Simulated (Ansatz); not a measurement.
Write the native input for Ansatz 0.2.0 that does the following.

```yaml
Task: single point
Functional: PBE
Potentials_or_basis: Ansatz PAW
Cutoff: "420 eV (not typed: the program's choice for these potentials)"
k_mesh: 10 × 10 × 10
Occupations: fermi-dirac, width 0.05 eV
Spin: no spin polarisation
```

CdO (Monteponite):

```xyz
2
Lattice="0.0000 2.3495 2.3495 2.3495 0.0000 2.3495 2.3495 2.3495 0.0000" Properties=species:S:1:pos:R:3 pbc="T T T"
Cd    0.0000    0.0000    0.0000
O     2.3495    2.3495    2.3495
```

The input as run:

input.yaml

```yaml
crystal:
  lattice:
    - [0.0, 2.3495, 2.3495]
    - [2.3495, 0.0, 2.3495]
    - [2.3495, 2.3495, 0.0]
  atoms:
    - { symbol: Cd, position: [0.0, 0.0, 0.0] }
    - { symbol: O, position: [0.5, 0.5, 0.5] }
hamiltonian:
  xc: pbe
  pseudopotentials: { kind: paw }
kpoints:
  mp_grid: { grid: [10, 10, 10] }
scf:
  occupations: { method: fermi_dirac, width: 0.05 }
output:
  forces: true
  stress: true
  eigenvalues: true
```

Potentials or basis: Ansatz PAW.

Command:

```sh
$ ansatz run input.yaml --threads 1 --pin off --max-ram 2560MiB --backend cpu --events-out ev --progress --plain --runs-dir out
```

Results of the run:

```
Pressure               : 6.1 GPa
Band gap on the k mesh : none (metal or under the smearing width)
```

Caveat: the pressure holds a Pulay correction of +0.5 GPa for the finite cutoff; this crystal is a semiconductor, whose small gap the functional closes, so the metal is an error of the method.

Run time: 1.2 s on 1 thread of Arm Neoverse V1 (shared host), peak memory 0.28 GiB.
